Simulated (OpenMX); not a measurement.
## Te2Mo under changes of volume

One of the cells (133.495 Å³/atom); the others are scaled copies at fixed shape and fractional positions:

```
Te Mo
1.0
     6.36161    0.00000    0.00000
     0.00000    3.48040    0.00000
    -0.08574    0.00000   36.17589
Te Mo
4 2
Direct
  0.42925 0.75000 0.54070
  0.57075 0.25000 0.45930
  0.92085 0.25000 0.55653
  0.07915 0.75000 0.44347
  0.18135 0.25000 0.49747
  0.81865 0.75000 0.50253
```

| Property | Result |
| --- | --- |
| Program | OpenMX 3.8.5 |
| Functional | LDA |
| Potentials or basis | OpenMX 2013 LDA set, Te7.0-s3p2d2f1, Mo7.0-s3p2d2, fixed grid of 84 × 48 × 486 points |
| k mesh | 5 × 9 × 1 |
| Occupations | fermi-dirac, width 0.05 eV |
| Spin | no spin polarisation |

```tsv
volume (Å³/atom)	energy over the lowest point (meV/atom)	largest force (eV/Å)
125.485	14.36	1.220
128.155	3.26	0.824
130.825	0.00	0.413
133.495	?	?
136.165	13.88	0.370
138.835	29.58	0.563
141.505	50.23	0.865
```

What does the run at 133.495 Å³/atom give?

Energy over the lowest point 3.78 meV/atom; largest force 0.176 eV/Å.

Worked out: A Birch-Murnaghan fit of order 3 (a polynomial in V^(-2/3)) to the other rows has its minimum at 130.67 Å³/atom with B0 = V·E''(V) = 21 GPa and B' = 4.6 at fixed shape and positions, which overstates the stiffness. It gives 3.81 meV/atom at 133.495 Å³/atom, against the run's 3.78.

Energies are extrapolated to zero smearing.

Caveats: the basis has few d functions beyond the semicore shells, which can make volumes several per cent too large; the basis of atomic orbitals isn't converged, which shifts pressures, moduli and gaps.
